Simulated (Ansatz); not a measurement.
# GaP (F-43m) in Ansatz: band structure with PBEsol

Aim: the band structure of GaP with PBEsol.

Everything below comes from runs of Ansatz 0.2.0. Logs are shortened: lines on timing, memory, paths and dates and some standing lists are left out, and cuts for length are marked.

**Experimental background.**

“Stacking defects in GaP nanowires: Electronic structure and optical properties”, 2018, arxiv:1810.01194 quotes, for a bulk crystal of GaP at 10 K: band gap 2.34 eV (indirect).

How close the calculation comes is told below.

## Step 1: The crystal as given

The structure is cubic, space group F-43m (No. 216). Conventional cell: a = 5.451 Å, b = 5.451 Å, c = 5.451 Å, α = 90.00°, β = 90.00°, γ = 90.00°. Ga (site symmetry -43m) is surrounded by 4 P at 2.36 Å. P (site symmetry -43m) is surrounded by 4 Ga at 2.36 Å.

## Step 2: Band structure, PBEsol, spin-orbit coupling, no magnetisation

input.yaml

```yaml
crystal:
  lattice:
    - [0.0, 2.72525, 2.72525]
    - [2.72525, 0.0, 2.72525]
    - [2.72525, 2.72525, 0.0]
  atoms:
    - { symbol: Ga, position: [0.0, 0.0, 0.0] }
    - { symbol: P, position: [0.75, 0.75, 0.75] }
hamiltonian:
  xc: pbesol
  pseudopotentials: { kind: paw_fr }
magnetization:
  noncollinear: true
  spin_orbit: true
kpoints:
  mp_grid: { grid: [6, 6, 6] }
  band_path:
    path:
      - [[0.0, 0.0, 0.0], [0.5, 0.0, 0.5], [0.5, 0.25, 0.75], [0.375, 0.375, 0.75], [0.0, 0.0, 0.0], [0.5, 0.5, 0.5], [0.625, 0.25, 0.625], [0.5, 0.25, 0.75], [0.5, 0.5, 0.5], [0.375, 0.375, 0.75]]
      - [[0.625, 0.25, 0.625], [0.5, 0.0, 0.5]]
    npoints: 14
scf:
  occupations: { method: fermi_dirac, width: 0.05 }
  n_extra_bands: 6
output:
  forces: true
  stress: true
  eigenvalues: true
  fatbands: true
```

Potentials or basis: Ansatz PAW.

The run is started by

```sh
ansatz run input.yaml --threads 2 --pin off --max-ram 5632MiB --backend cpu --events-out ev --progress --plain --runs-dir out
```

The log of the run:

```text
Warning: RAYON_NUM_THREADS=2 ignored (pool sized by the plan → 2); use --threads N
scf.n_extra_bands = 6 over 18 filled bands (N_el = 18.0): the run solves 24 bands
Engine: ansatz 0.2.0, x86_64-unknown-linux-gnu
Pseudopotentials: kind: paw_fr
Pseudopotential: Ga, paw_fr, valence charge 13, recommended cutoff 420 eV (normal), Ga.paw.azcp#standard-fr
Pseudopotential: P, paw_fr, valence charge 5, recommended cutoff 420 eV (normal), P.paw.azcp#standard-fr
Functional definition: PBEsol
  exchange = pbesol_x
  correlation = pbesol_c
non-collinear run that drives no moment, with spin-orbit: no starting moment large enough to seed its density (crystal.atoms[].spin), no starting occupations that ask for one, no magnetisation constraint and no magnetic field, so the semilocal B_xc is pinned to zero
Crystal: 2 atoms, lattice volume = 40.481 Å³
Basis set: ecut = 420 eV, 749 PW (Γ), exchange–correlation on 54×54×54 points (8 copies of the dense FFT grid, shifted against one another)
Bands: 24, of which v1, the nominal top of the filled ones, is band 18 counted from 1 (17 counted from 0)
Symmetry: 24 space group operations + 24 with time reversal
Magnetic group: BNS 216.75 (UNI 1577), of the structure as read, at distance tolerance 3.4e-5 Å
k-points: 16 of 216 (time reversal used)
Projection manifold: j_resolved (fully-relativistic pseudo-atomic orbitals)
Non-local potential: Ga, projectors of the file, l = 0: 2, l = 1: 4, l = 2: 6, l = 3: 2
Non-local potential: P, projectors of the file, l = 0: 2, l = 1: 4, l = 2: 4
PAW form: soft (Blöchl's): semilocal exchange-correlation on the pseudo side does not see the compensation charge
PAW frozen core: Ga, regenerated for the run's functional, and the local potential with it (the file was generated under x = pbe(κ = 0.804, μ = 0.2195149727645171), c = pbe(β = 0.06672455060314922))
PAW frozen core: P, regenerated for the run's functional, and the local potential with it (the file was generated under x = pbe(κ = 0.804, μ = 0.2195149727645171), c = pbe(β = 0.06672455060314922))
PAW one-centre angular grid: Ga, 590 points (default); XC on 64 Gauss nodes
PAW one-centre angular grid: P, 110 points (default); XC on 64 Gauss nodes
Initial density: superposition of atomic densities (chi_scale 0.1, normalization cell, long waves kept (reshape's long-wave potential 0.00 eV rms))
Initial wavefunctions: pseudopotential atomic-orbital guess
Functional: x = pbesol(κ = 0.804, μ = 0.12345679012345678), c = pbesol(β = 0.046)
SCF iter   1: F=—  HF=-4484.286866 eV  |F-HF|=—  |Δ(HF+E_count)|=         —  Δρ=4.12e-2  dr2=6.08e-1  dr2_m=0.00e0 (ungated)  ethr=3.10e-3  |M|=0.00e0 ∫|m|=0.00e0 μB  |m|>n=0.0e0 m-floor=0.0e0 τ_xc=0.0e0  β_m=0.30  ⟨swp⟩=7.7  Hψ=2306  notcnv=0
preconditioner: auto → none  [insulator: Δε(μ)=1.831 eV  Ē_g=14.564 eV  σ=0.050 eV  W_gap=1.00  n_scr=14 (ndim 8)  ℏωp=24.8 eV  f_vac=0.000  D(μ)=0.00/eV (n_scr^D=0)  ε∞_Penn≈3.9]
SCF iter   2: F=—  HF=-4484.162106 eV  |F-HF|=—  |Δ(HF+E_count)|=   1.25e-1  Δρ=2.66e-2  dr2=1.99e-1  dr2_m=0.00e0 (ungated)  ethr=3.10e-3  |M|=0.00e0 ∫|m|=0.00e0 μB  |m|>n=0.0e0 m-floor=0.0e0 τ_xc=0.0e0  β_m=0.48  ⟨swp⟩=2.0  Hψ=593  notcnv=0  defer=20
SCF iter   3: F=—  HF=-4484.120218 eV  |F-HF|=—  |Δ(HF+E_count)|=   4.19e-2  Δρ=6.15e-3  dr2=8.43e-3  dr2_m=0.00e0 (ungated)  ethr=1.10e-3  |M|=0.00e0 ∫|m|=0.00e0 μB  |m|>n=0.0e0 m-floor=0.0e0 τ_xc=0.0e0  β_m=0.54  ⟨swp⟩=2.3  Hψ=506  notcnv=0  defer=20
SCF iter   4: F=—  HF=-4484.119073 eV  |F-HF|=—  |Δ(HF+E_count)|=   1.14e-3  Δρ=1.34e-3  dr2=2.38e-4  dr2_m=0.00e0 (ungated)  ethr=4.68e-5  |M|=0.00e0 ∫|m|=0.00e0 μB  |m|>n=0.0e0 m-floor=0.0e0 τ_xc=0.0e0  β_m=0.51  ⟨swp⟩=2.9  Hψ=737  notcnv=0  defer=20
SCF iter   5: F=—  HF=-4484.119020 eV  |F-HF|=—  |Δ(HF+E_count)|=   5.34e-5  Δρ=3.49e-4  dr2=2.26e-5  dr2_m=0.00e0 (ungated)  ethr=1.32e-6  |M|=0.00e0 ∫|m|=0.00e0 μB  |m|>n=0.0e0 m-floor=0.0e0 τ_xc=0.0e0  β_m=0.61  ⟨swp⟩=2.1  Hψ=556  notcnv=0  defer=20
SCF iter   6: F=—  HF=-4484.119030 eV  |F-HF|=—  |Δ(HF+E_count)|=   9.83e-6  Δρ=8.20e-5  dr2=1.32e-6  dr2_m=0.00e0 (ungated)  ethr=1.25e-7  |M|=0.00e0 ∫|m|=0.00e0 μB  |m|>n=0.0e0 m-floor=0.0e0 τ_xc=0.0e0  β_m=0.76  ⟨swp⟩=3.0  Hψ=720  notcnv=0  defer=20
SCF iter   7: F=-4484.119030 eV  HF=-4484.119030 eV  |F-HF|=3.84e-8  |Δ(HF+E_count)|=   3.09e-7  Δρ=7.92e-6  dr2=3.98e-8  dr2_m=0.00e0 (ungated)  ethr=5.56e-10  |M|=0.00e0 ∫|m|=0.00e0 μB  |m|>n=0.0e0 m-floor=0.0e0 τ_xc=0.0e0  ⟨swp⟩=9.8  Hψ=1963  notcnv=0
SCF 1 converged in 7 iterations: F = -4484.119030 eV  dr2 = 3.98e-8
NSCF: frozen V_eff on 142 k-points
SCF converged after 7 iterations
Magnetization: |M| = 0.0000 μB,  M = (+0.0000, +0.0000, +0.0000) μB
Absolute magnetization: 0.0000 μB (∫|m|)
  site 0: m = (+0.0000, +0.0000, +0.0000) μB, |m| = 0.0000 μB  (R = 0.97 Å)
  site 1: m = (+0.0000, +0.0000, +0.0000) μB, |m| = 0.0000 μB  (R = 0.97 Å)
Free energy (F): -4484.119030 eV
Harris-Foulkes:  -4484.119030 eV  (|F-HF|=3.84e-8)
Internal energy: -4484.119030 eV  (E = F + TS)
E sigma→0 (E₀):  -4484.119030 eV
Entropy (-TS):   -0.000000 eV (-0.000 meV/atom)
Fermi energy:    7.752119 eV
--- Per-component energies (eV) ---
  E_band       = -60.256655
  E_kinetic    = 186.164410
  E_local      = -2201.802580  (includes V_loc(G=0)·N_el)
  E_nonlocal   = 460.258662
  E_hartree    = 1016.643371
  E_xc         = -129.654528
  E_vxc        = -118.989809  (∫ρ·V_xc dr)
  E_paw        = -2503.995372  (= ΣΔE_a)
  E_vpaw       = -419.179881  (= ΣTr[D̂ρ^β])
  E_aug_tail   = -0.000107  (compensation charges beyond the density's cutoff)
  E_ewald      = -1312.644944
  E_core_change = 0.912056  (= ΣΔE_core)
  E_smearing   = -0.000000  (= −TS)
  E_closure    = -0.000000  (closes the sum)
  Σ components = -4484.119030   (vs F -4484.119030, Δ=0.00e0)
--- Forces (eV/Å), atoms counted from 1 ---
  atom   1  Ga    -0.00000000     0.00000000     0.00000000
  atom   2  P      0.00000000    -0.00000000     0.00000000
  max |Σ_I F_I| component: 1.02e-16 eV/Å
--- Stress (GPa, compression-positive) ---
       -0.544858      -0.000000      -0.000000
       -0.000000      -0.544858       0.000000
        0.000000       0.000000      -0.544858
  P = ⅓ Tr σ = -0.5449 GPa (-5.449 kbar)
--- Band table (eV; the first three rows and the last of 16) ---
  k-point 0: bands = ["-7.7966", "-7.7966", "-7.7966", "-7.7966", "-7.3781", "-7.3781", "-7.3112", "-7.3112", "-7.3112", "-7.3112", "-5.5197", "-5.5197", "6.9441", "6.9441", "7.0296", "7.0296", "7.0296", "7.0296", "8.7440", "8.7440", "10.7017", "10.7017", "10.8698", "10.8698"]
  k-point 1: bands = ["-7.8015", "-7.8015", "-7.7975", "-7.7917", "-7.3806", "-7.3806", "-7.3192", "-7.3192", "-7.3084", "-7.3018", "-5.1616", "-5.1616", "4.5833", "4.5833", "6.5930", "6.5930", "6.6533", "6.6575", "9.3348", "9.3348", "11.3116", "11.3116", "11.4183", "11.4203"]
  k-point 2: bands = ["-7.8126", "-7.8126", "-7.7940", "-7.7882", "-7.3811", "-7.3811", "-7.3324", "-7.3324", "-7.2953", "-7.2888", "-4.2067", "-4.2067", "1.7461", "1.7461", "6.0495", "6.0495", "6.1161", "6.1197", "8.8088", "8.8088", "11.6974", "11.6974", "11.7733", "11.7754"]
  k-point 15: bands = ["-7.8582", "-7.8151", "-7.7699", "-7.7618", "-7.4308", "-7.3501", "-7.3172", "-7.3087", "-7.3003", "-7.2858", "-2.4519", "-2.4487", "0.3415", "0.3508", "3.5661", "3.5831", "3.6642", "3.7089", "10.3481", "10.3751", "10.5608", "10.5742", "14.4246", "14.4607"]
```

Wall time 8.6 s (2 threads of Intel Xeon Platinum 8488C (Sapphire Rapids), shared host); peak memory 0.48 GiB.

What came out:

```yaml
Free_energy: -4484.1190 eV
Pressure: -0.5 GPa
Band_gap_on_the_k_mesh: 1.48 eV, indirect (least direct gap 1.71 eV)
Band_gap_along_the_path: 1.43 eV, indirect (least direct gap 1.71 eV)
```

Levels at the corners of the path, in eV from the valence-band top:
| point | band 16 | band 17 | band 18 | band 19 | band 20 | band 21 |
| --- | --- | --- | --- | --- | --- | --- |
| Γ | 0.00 | 0.00 | 0.00 | 1.71 | 1.71 | 3.67 |
| X | -2.75 | -2.73 | -2.73 | 1.48 | 1.48 | 1.68 |
| W | -3.65 | -3.53 | -3.48 | 4.56 | 4.57 | 4.78 |
| K | -4.02 | -2.31 | -2.31 | 2.03 | 2.04 | 4.68 |
| Γ | 0.00 | 0.00 | 0.00 | 1.71 | 1.71 | 3.67 |
| L | -1.19 | -1.12 | -1.12 | 1.55 | 1.55 | 4.57 |
| U | -4.02 | -2.31 | -2.31 | 2.03 | 2.04 | 4.68 |
| W | -3.65 | -3.53 | -3.48 | 4.56 | 4.57 | 4.78 |
| L | -1.19 | -1.12 | -1.12 | 1.55 | 1.55 | 4.57 |
| K | -4.02 | -2.31 | -2.31 | 2.03 | 2.04 | 4.68 |
| U | -4.02 | -2.31 | -2.31 | 2.03 | 2.04 | 4.68 |
| X | -2.75 | -2.73 | -2.73 | 1.48 | 1.48 | 1.68 |

Caveat: the PAW data sets come from PBE, with cores solved anew for the run's functional, which leaves a small shift of forces and pressure.

## Step 3: Against experiment

Step 2. Measured gap of GaP: 2.34 eV (indirect; 10 K; quoted in “Stacking defects in GaP nanowires: Electronic structure and optical properties”, 2018, arxiv:1810.01194). This calculation gives 1.43 eV (-0.91 eV). The value is that of PBEsol, without temperature or zero-point motion. Semilocal functionals fall short of measured gaps as a rule.
